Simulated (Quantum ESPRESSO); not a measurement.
# CdSe (F-43m) in Quantum ESPRESSO: a series of runs, part 3 of 3

Quantum ESPRESSO 7.5.

**4. Phonons, LDA, target pressure 3 GPa, at which the enthalpy is minimised**

Input file pw.in:

```
&CONTROL
  calculation = 'scf'
  prefix = 'pwscf'
  outdir = './tmp'
  pseudo_dir = './pseudo'
  tprnfor = .true.
  tstress = .true.
  disk_io = 'low'
/
&SYSTEM
  ibrav = 0
  nat = 2
  ntyp = 2
  ecutwfc = 45
  ecutrho = 360
  nbnd = 15
  occupations = 'smearing'
  smearing = 'fd'
  degauss = 0.00367493
/
&ELECTRONS
  conv_thr = 4d-10
  electron_maxstep = 120
  mixing_beta = 0.5
/
ATOMIC_SPECIES
Cd   112.4140 cd_lda_v1.uspp.F.UPF
Se    78.9710 se_lda_v1.uspp.F.UPF
CELL_PARAMETERS angstrom
   0.0000000000    3.0702711986    3.0702711986
   3.0702711986    0.0000000000    3.0702711986
   3.0702711986    3.0702711986    0.0000000000
ATOMIC_POSITIONS angstrom
Cd     0.0000000000    0.0000000000    0.0000000000
Se     1.5351355993    1.5351355993    1.5351355993
K_POINTS automatic
6 6 6 1 1 1
```

Input file relax.in:

```
&CONTROL
  calculation = 'vc-relax'
  prefix = 'pwscf'
  outdir = './tmp'
  pseudo_dir = './pseudo'
  tprnfor = .true.
  tstress = .true.
  disk_io = 'low'
  nstep = 40
  forc_conv_thr = 0.0001
  etot_conv_thr = 1d-06
/
&SYSTEM
  ibrav = 0
  nat = 2
  ntyp = 2
  ecutwfc = 45
  ecutrho = 360
  nbnd = 15
  occupations = 'smearing'
  smearing = 'fd'
  degauss = 0.00367493
/
&ELECTRONS
  conv_thr = 4d-10
  electron_maxstep = 120
  mixing_beta = 0.5
/
&IONS
  ion_dynamics = 'bfgs'
/
&CELL
  cell_dynamics = 'bfgs'
  press = 30
  press_conv_thr = 0.2
/
ATOMIC_SPECIES
Cd   112.4140 cd_lda_v1.uspp.F.UPF
Se    78.9710 se_lda_v1.uspp.F.UPF
CELL_PARAMETERS angstrom
   0.0000000000    3.0702711986    3.0702711986
   3.0702711986    0.0000000000    3.0702711986
   3.0702711986    3.0702711986    0.0000000000
ATOMIC_POSITIONS angstrom
Cd     0.0000000000    0.0000000000    0.0000000000
Se     1.5351355993    1.5351355993    1.5351355993
K_POINTS automatic
6 6 6 1 1 1
```

Input file gamma.in:

```
&CONTROL
  calculation = 'bands'
  prefix = 'pwscf'
  outdir = './tmp'
  pseudo_dir = './pseudo'
  disk_io = 'low'
  verbosity = 'high'
/
&SYSTEM
  ibrav = 0
  nat = 2
  ntyp = 2
  ecutwfc = 45
  ecutrho = 360
  nbnd = 15
  occupations = 'smearing'
  smearing = 'fd'
  degauss = 0.00367493
/
&ELECTRONS
  conv_thr = 1d-08
  electron_maxstep = 120
  mixing_beta = 0.5
  diago_full_acc = .true.
  startingwfc = 'random'
/
ATOMIC_SPECIES
Cd   112.4140 cd_lda_v1.uspp.F.UPF
Se    78.9710 se_lda_v1.uspp.F.UPF
CELL_PARAMETERS angstrom
   0.0000000000    2.9595255553    2.9595255553
   2.9595255553    0.0000000000    2.9595255553
   2.9595255553    2.9595255553    0.0000000000
ATOMIC_POSITIONS angstrom
Cd     0.0000000000    0.0000000000    0.0000000000
Se     1.4797627777    1.4797627777    1.4797627777
K_POINTS crystal
1
0.0 0.0 0.0 1
```

Input file scf2.in:

```
&CONTROL
  calculation = 'scf'
  prefix = 'pwscf'
  outdir = './tmp'
  pseudo_dir = './pseudo'
  tprnfor = .true.
  tstress = .true.
  disk_io = 'low'
/
&SYSTEM
  ibrav = 0
  nat = 2
  ntyp = 2
  ecutwfc = 45
  ecutrho = 360
  nbnd = 15
  occupations = 'fixed'
/
&ELECTRONS
  conv_thr = 1d-13
  electron_maxstep = 120
  mixing_beta = 0.5
  startingpot = 'file'
/
ATOMIC_SPECIES
Cd   112.4140 cd_lda_v1.uspp.F.UPF
Se    78.9710 se_lda_v1.uspp.F.UPF
CELL_PARAMETERS angstrom
   0.0000000000    2.9595255553    2.9595255553
   2.9595255553    0.0000000000    2.9595255553
   2.9595255553    2.9595255553    0.0000000000
ATOMIC_POSITIONS angstrom
Cd     0.0000000000    0.0000000000    0.0000000000
Se     1.4797627777    1.4797627777    1.4797627777
K_POINTS automatic
6 6 6 1 1 1
```

Input file ph.in:

```
phonons of CdSe
&INPUTPH
  prefix = 'pwscf'
  outdir = './tmp'
  tr2_ph = 1d-18
  fildyn = 'dyn'
  niter_ph = 90
  alpha_mix(1) = 0.7
  epsil = True
/
0.0000000000 0.0000000000 0.0000000000
```

Input file dynmat.in:

```
&INPUT
  fildyn = 'dyn'
  asr = 'crystal'
  lperm = .true.
  filout = 'dynmat.disp'
  fileig = 'dynmat.eig'
/
```

Input file dynmat_lo.in:

```
&INPUT
  fildyn = 'dyn'
  asr = 'crystal'
  filout = 'dynmat_lo.disp'
  fileig = 'dynmat_lo.eig'
  q(1) = 0
  q(2) = 0
  q(3) = 1
/
```

Potentials or basis: GBRV 1.5 LDA.

On the command line:

```sh
$ OMP_NUM_THREADS=1 mpirun -n 4 pw.x -nk 4 -in pw.in > pw.out
$ OMP_NUM_THREADS=1 mpirun -n 4 pw.x -nk 4 -in relax.in > relax.out
$ OMP_NUM_THREADS=1 mpirun -n 4 pw.x -in gamma.in > gamma.out
$ OMP_NUM_THREADS=1 mpirun -n 4 pw.x -nk 4 -in scf2.in > scf2.out
$ OMP_NUM_THREADS=1 mpirun -n 4 ph.x -nk 4 -in ph.in > ph.out
$ OMP_NUM_THREADS=1 mpirun -n 1 dynmat.x -in dynmat.in > dynmat.out
$ OMP_NUM_THREADS=1 mpirun -n 1 dynmat.x -in dynmat_lo.in > dynmat_lo.out
```

pw.out:

```text
This program is part of the open-source Quantum ESPRESSO suite
     for quantum simulation of materials; please cite
[... 6 lines left out ...]
     using ibrav=0 with symmetry is DISCOURAGED, use correct ibrav instead

     K-points division:     npool     =       4
     Subspace diagonalization in iterative solution of the eigenvalue problem:
     a serial algorithm will be used

     G-vector sticks info
     --------------------
     sticks:   dense  smooth     PW     G-vecs:    dense   smooth      PW
     Sum        1663     847    253                45071    16049    2733

     Using Slab Decomposition

     bravais-lattice index     =            0
     lattice parameter (alat)  =       8.2052  a.u.
     unit-cell volume          =     390.6221 (a.u.)^3
     number of atoms/cell      =            2
     number of atomic types    =            2
     number of electrons       =        18.00
     number of Kohn-Sham states=           15
     kinetic-energy cutoff     =      45.0000  Ry
     charge density cutoff     =     360.0000  Ry
     scf convergence threshold =      4.0E-10
     mixing beta               =       0.5000
     number of iterations used =            8  plain     mixing
     Exchange-correlation= SLA  PZ   NOGX NOGC
                           (   1   1   0   0   0   0   0)

     celldm(1)=   8.205227  celldm(2)=   0.000000  celldm(3)=   0.000000
     celldm(4)=   0.000000  celldm(5)=   0.000000  celldm(6)=   0.000000

     crystal axes: (cart. coord. in units of alat)
               a(1) = (   0.000000   0.707107   0.707107 )
               a(2) = (   0.707107   0.000000   0.707107 )
               a(3) = (   0.707107   0.707107   0.000000 )

     reciprocal axes: (cart. coord. in units 2 pi/alat)
               b(1) = ( -0.707107  0.707107  0.707107 )
               b(2) = (  0.707107 -0.707107  0.707107 )
               b(3) = (  0.707107  0.707107 -0.707107 )

     PseudoPot. # 1 for Cd read from file:
     cd_lda_v1.uspp.F.UPF
     Pseudo is Ultrasoft + core correction, Zval = 12.0
     Generated by new atomic code, or converted to UPF format
     Using radial grid of  889 points,  6 beta functions with:
                l(1) =   0
                l(2) =   0
                l(3) =   1
                l(4) =   1
                l(5) =   2
                l(6) =   2
[... 20 lines left out ...]

     24 Sym. Ops. (no inversion) found

   Cartesian axes

     site n.     atom                  positions (alat units)
         1        Cd     tau(   1) = (   0.0000000   0.0000000   0.0000000  )
         2        Se     tau(   2) = (   0.3535534   0.3535534   0.3535534  )

     number of k points=    28  Fermi-Dirac smearing, width (Ry)=  0.0037
                       cart. coord. in units 2pi/alat
        k(    1) = (   0.0589256   0.0589256   0.0589256), wk =   0.0185185
        k(    2) = (   0.1767767   0.1767767  -0.0589256), wk =   0.0555556
        k(    3) = (   0.2946278   0.2946278  -0.1767767), wk =   0.0555556
        k(    4) = (  -0.2946278  -0.2946278   0.4124790), wk =   0.0555556
        k(    5) = (  -0.1767767  -0.1767767   0.2946278), wk =   0.0555556
        k(    6) = (  -0.0589256  -0.0589256   0.1767767), wk =   0.0555556
[... 20 lines left out ...]
        k(   27) = (   0.2946278   0.2946278   0.2946278), wk =   0.0185185
        k(   28) = (  -0.2946278  -0.2946278   0.8838835), wk =   0.0555556

     Dense  grid:    45071 G-vectors     FFT dimensions: (  50,  50,  50)

     Smooth grid:    16049 G-vectors     FFT dimensions: (  36,  36,  36)

     Initial potential from superposition of free atoms

     starting charge      17.4999, renormalised to      18.0000

     negative rho (up, down):  1.925E-02 0.000E+00
     Starting wfcs are   13 randomized atomic wfcs +    2 random wfcs

     Self-consistent Calculation

     iteration #  1     ecut=    45.00 Ry     beta= 0.50
     Davidson diagonalization with overlap
     ethr =  1.00E-02,  avg # of iterations =  6.2

     Threshold (ethr) on eigenvalues was too large:
     Diagonalizing with lowered threshold

     Davidson diagonalization with overlap
     ethr =  4.97E-04,  avg # of iterations =  1.7

     negative rho (up, down):  1.868E-02 0.000E+00
[... 58 lines left out ...]
     iteration #  8     ecut=    45.00 Ry     beta= 0.50
     Davidson diagonalization with overlap
     ethr =  4.70E-12,  avg # of iterations = 10.3

     negative rho (up, down):  1.910E-02 0.000E+00

     End of self-consistent calculation

          k = 0.0589 0.0589 0.0589 (  1992 PWs)   bands (ev):

    -7.8666  -3.1520  -3.1520  -3.1402  -2.8079  -2.8079   3.8415   4.5995
     4.5995   5.6298  10.2865  10.5246  10.5246  14.4043  15.1991
[... 73 lines left out ...]
    -7.4234  -2.9816  -2.9232  -2.9159  -2.7564  -2.4874   0.6525   2.7398
     2.9088   7.8067   8.3789  13.0530  14.0882  14.2198  17.0599

          k =-0.5303 0.1768-0.0589 (  1996 PWs)   bands (ev):

    -7.4745  -3.0070  -2.9818  -2.8941  -2.7711  -2.5534   0.8934   2.7280
     3.1499   8.3402   8.9745  11.4540  13.1752  13.9520  17.0565

          k =-0.4125 0.0589 0.0589 (  2001 PWs)   bands (ev):
[... 51 lines left out ...]
    -7.4959  -3.0515  -3.0353  -2.8115  -2.7927  -2.4966   0.4893   2.9768
     3.7226   7.7741  10.2070  11.5210  11.7722  14.7302  15.6747

     the Fermi energy is     5.1345 ev

!    total energy              =    -157.78432342 Ry
     estimated scf accuracy    <          8.1E-11 Ry
     smearing contrib. (-TS)   =      -0.00000008 Ry
     internal energy E=F+TS    =    -157.78432334 Ry

     The total energy is F=E-TS. E is the sum of the following terms:
     one-electron contribution =     -42.59669518 Ry
     hartree contribution      =      34.12041748 Ry
     xc contribution           =     -68.23612710 Ry
     ewald contribution        =     -81.07191854 Ry

     convergence has been achieved in   8 iterations

     negative rho (up, down):  1.910E-02 0.000E+00

     Forces acting on atoms (cartesian axes, Ry/au):

     atom    1 type  1   force =    -0.00000000    0.00000000   -0.00000000
     atom    2 type  2   force =     0.00000000   -0.00000000    0.00000000

     Total force =     0.000000     Total SCF correction =     0.000000

     Computing stress (Cartesian axis) and pressure

     negative rho (up, down):  1.910E-02 0.000E+00
          total   stress  (Ry/bohr**3)                   (kbar)     P=      -30.66
  -0.00020845  -0.00000000   0.00000000          -30.66       -0.00        0.00
  -0.00000000  -0.00020845   0.00000000           -0.00      -30.66        0.00
   0.00000000   0.00000000  -0.00020845            0.00        0.00      -30.66

=------------------------------------------------------------------------------=
   JOB DONE.
=------------------------------------------------------------------------------=
```

gamma.out:

```text
This program is part of the open-source Quantum ESPRESSO suite
     for quantum simulation of materials; please cite
         "P. Giannozzi et al., J. Phys.:Condens. Matter 21 395502 (2009);
         "P. Giannozzi et al., J. Phys.:Condens. Matter 29 465901 (2017);
         "P. Giannozzi et al., J. Chem. Phys. 152 154105 (2020);
     in publications or presentations arising from this work. More details at
[... 355 lines left out ...]

          k = 0.0000 0.0000 0.0000 (  1807 PWs)   bands (ev):

    -7.1395  -2.1788  -2.1788  -2.1788  -1.7008  -1.7008   6.0689   6.0689
     6.0689   6.5259  11.8275  11.8275  11.8275  15.8420  17.4374

=------------------------------------------------------------------------------=
   JOB DONE.
=------------------------------------------------------------------------------=
```

Wall time 6.5 min (4 MPI ranks of Intel Xeon at 2.50GHz (Skylake/Cascade Lake), shared host); peak memory 0.52 GiB.

What came out:

| Property | Result |
| --- | --- |
| Free energy | -2146.7734 eV |
| Relaxed volume | 25.92 Å³/atom |
| Relaxed cell | a = 4.185 Å, b = 4.185 Å, c = 4.185 Å, α = 60.00°, β = 60.00°, γ = 60.00° |
| Space group after relaxing (to 0.05 Å) | F-43m (No. 216) |
| Pressure after relaxing | 3.2 GPa |
| Electronic dielectric tensor (diagonal) | 8.22 |
| Born charges (mean of the diagonal) | Cd +2.15; Se -2.15 e |
| Highest phonon frequency at Γ, LO-TO splitting left out | 191 cm⁻¹ |
| Static dielectric tensor (diagonal) | 10.82 |

Step by step:
```
step  energy change (eV)  largest force (eV/Å)  pressure (GPa)  volume (Å³)
   1              0.0000                0.0000           -3.07        57.88
   2             -0.0262                0.0000           -1.65        56.11
   3             -0.0326                0.0000            0.93        53.52
   4             -0.0075                0.0000            3.33        51.61
   5             -0.0124                0.0000            2.98        51.86
   6             -0.0122                0.0000            3.00        51.84
```

Final structure:
```
Cd Se
1.0
     0.00000    2.95953    2.95953
     2.95953    0.00000    2.95953
     2.95953    2.95953    0.00000
Cd Se
1 1
Cartesian
  0.0000 0.0000 0.0000
  1.4798 1.4798 1.4798
```

Levels at points of the mesh, in eV from the valence-band top:
| k point | band 7 | band 8 | band 9 | band 10 | band 11 | band 12 |
| --- | --- | --- | --- | --- | --- | --- |
| (0.08, 0.08, 0.08) | -0.76 | 0.00 | 0.00 | 1.24 | 5.71 | 5.94 |

Phonon frequencies in cm⁻¹ (negative: imaginary):
| q point | frequencies |
| --- | --- |
| (0.000, 0.000, 0.000) | -7 -7 -7 191 191 191 |

Electronic dielectric tensor:
```
8.22 0.00 0.00
0.00 8.22 0.00
0.00 0.00 8.22
```

Born effective charge tensors (e):
atom 1, Cd
```
2.15 0.00 0.00
0.00 2.15 0.00
0.00 0.00 2.15
```
atom 2, Se
```
-2.15  0.00  0.00
 0.00 -2.15  0.00
 0.00  0.00 -2.15
```

Optical modes at Γ, degenerate ones joined, polar ones without the macroscopic field:
```
cm⁻¹  components  symmetry     active in  IR intensity, summed ((D/Å)²/amu)
 191           3        T2  IR and Raman                               6.90
```

Zone-centre frequencies without and with the macroscopic field along z (cm⁻¹):
```
                optical modes in rising order
       without                    191 191 191
with the field                    191 191 219
```

Static dielectric tensor, electrons and zone-centre modes:
```
10.82  0.00  0.00
 0.00 10.82  0.00
 0.00  0.00 10.82
```

Caveat: the mesh is thin for the dielectric tensor, Born charges and intensities, which usually come out too large; the cell is more than 3 GPa from zero pressure, which shifts response properties; the gap on the mesh is small and may close between mesh points, in which case fixed occupations spoil the response.

**5. Overview**

```csv
cell,pressure (GPa)
relaxed to -3 GPa,-3.0
relaxed,0.1
relaxed to 3 GPa,3.2
```

Alike in all rows: task phonons; level LDA; potentials or basis GBRV 1.5 LDA; no spin polarisation; k mesh 6 × 6 × 6, shifted; cutoff (eV) 612; smearing fermi-dirac 0.05 eV.

Caveats: the gap on the mesh is small and may close between mesh points, in which case fixed occupations spoil the response; the cell is more than 3 GPa from zero pressure, which shifts response properties (some runs).

Absolute energies hang on the potentials; compare differences alone.
